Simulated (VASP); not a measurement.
Write the native input for VASP 6.6.1 that does the following.

- Task: single point
- Functional: r2SCAN
- Potentials or basis: VASP PAW PBE potentials, release 64 (Mn_pv, O)
- Cutoff: 900 eV
- k mesh: 9 × 9 × 5
- Occupations: gaussian, width 0.02 eV
- Spin: collinear spin, ferromagnetic start
- Starting moments: [4.0, 0.0, 0.0] μB
- Further INCAR settings: ADDGRID = False; ALGO = Normal; EDIFF = 1e-08; NBANDS = 24

The structure of MnO2 lies in POSCAR:

```
MnO2
1.0
    2.8565781804      0.0000000000      0.0000000000
   -1.4282890902      2.4738692722      0.0000000000
    0.0000000000      0.0000000000      4.6013740589
Mn O
1 2
Direct
    0.0000000000      0.0000000000      0.5000000000
    0.3333333333      0.6666666667      0.7062925700
    0.6666666667      0.3333333333      0.2937074300
```

Measurements of this composition are mostly on another form, of space group No. 136.

The input as run:

INCAR

```
SYSTEM = MnO2
ADDGRID = .False.
ALGO = Normal
EDIFF = 1E-8
ENCUT = 900
ISIF = 2
ISMEAR = 0
ISPIN = 2
LASPH = .True.
LCHARG = .False.
LMAXMIX = 4
LMIXTAU = .True.
LORBIT = 11
LREAL = .False.
LWAVE = .False.
MAGMOM = 4 0 0
METAGGA = R2SCAN
NBANDS = 24
NELM = 100
PREC = Accurate
SIGMA = 0.02
```

KPOINTS

```
k-points
0
Gamma
  9 9 5
  0 0 0
```

Potentials or basis: VASP PAW PBE potentials, release 64 (Mn_pv, O).

The run is started by

```bash
$ cat potpaw_PBE.64/Mn_pv/POTCAR potpaw_PBE.64/O/POTCAR > POTCAR
$ mpirun -np 1 vasp_std > vasp.out
```

Results of the run:

```
Pressure                                              : 0.5 GPa
Largest force                                         : 0.003 eV/Å
Band gap on the k mesh                                : 1.89 eV, indirect (least direct gap 2.00 eV)
Net moment                                            : 3.00 μB per cell
Site moments                                          : Mn +2.93; O +0.01 μB
Valence electrons inside the program's atomic spheres : Mn 11.71; O 5.03
```

Caveat: the PAW data sets were made with another functional, which shifts forces and pressure a little; an odd mesh through Γ misses points on the zone boundary, where band edges often lie; a cell with one magnetic atom can't hold antiferromagnetic order, which such compounds often take.

Run time: 15 min on 1 thread of Intel(R) Xeon(R) Platinum 8375C CPU @ 2.90GHz (Ice Lake) (shared host), peak memory 0.31 GiB.
